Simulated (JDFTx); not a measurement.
A run of JDFTx 1.7.0 (patched build) is set up as follows.

File BP.in:

```
lattice Face-Centered Cubic 8.5755771536
coords-type Lattice
ion P      0.7500000000     0.7500000000     0.7500000000 1
ion B      0.0000000000     0.0000000000     0.0000000000 1

ion-species pseudo/P.upf
ion-species pseudo/B.upf
elec-cutoff 38 304
elec-ex-corr gga-PBE
kpoint-folding 10 10 10
elec-smearing Fermi 0.0018374661
elec-n-bands 9
electronic-SCF nIterations 100 energyDiffThreshold 1e-09
electronic-minimize nIterations 30 energyDiffThreshold 1e-7
converge-empty-states yes
forces-output-coords Cartesian

dump-name run.$VAR
dump End Ecomponents EigStats BandEigs Kpoints Forces Stress ElecDensity
```

Potentials or basis: PseudoDojo-SR-PBE-0.5-standard.

Run with:

```sh
$ jdftx -c 1 -i BP.in -o BP.out
```

**Question.** What does it give for the band gap on the k mesh?

**Answer.** 1.25 eV, indirect (least direct gap 3.41 eV).

**Question.** Predict the Loewdin charges.

**Answer.** P +0.71; B -0.66 e.

**Question.** What does it give for the pressure?

**Answer.** 1.0 GPa.

Caveat: the empty levels aren't tightly converged. As with any semilocal functional, this PBE gap is likely too small.
